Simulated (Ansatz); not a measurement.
Rock-salt LiI was calculated with HSE06+SOC (Ansatz, an electronic-structure program, plane waves, PAW).

Numerical settings: plane-wave cutoff 460 eV, 8×8×8 k mesh, Fermi–Dirac smearing 0.01 eV, PAW data made under PBE.

The cell has the measured lattice: a = b = c = 6.0120 Å, α = β = γ = 90.00°.

### Question
Give the computed band gap.

### Answer

band gap: 4.91 eV (on the SCF k mesh) (direct)

Measured, for comparison: band gap 6.4 eV (temperature not stated, not corrected to a static lattice, our sources range from 6.10 to 6.40; as tabulated in Aguado et al. (1998), arXiv:cond-mat/9809176). Computed (rounded) less measured: band gap -1.49 eV (-1.19 eV to -1.49 eV over the range).

Note: cell and atoms aren't relaxed at this level (pressure -0.2 GPa).

Static lattice: no zero-point or thermal effects.
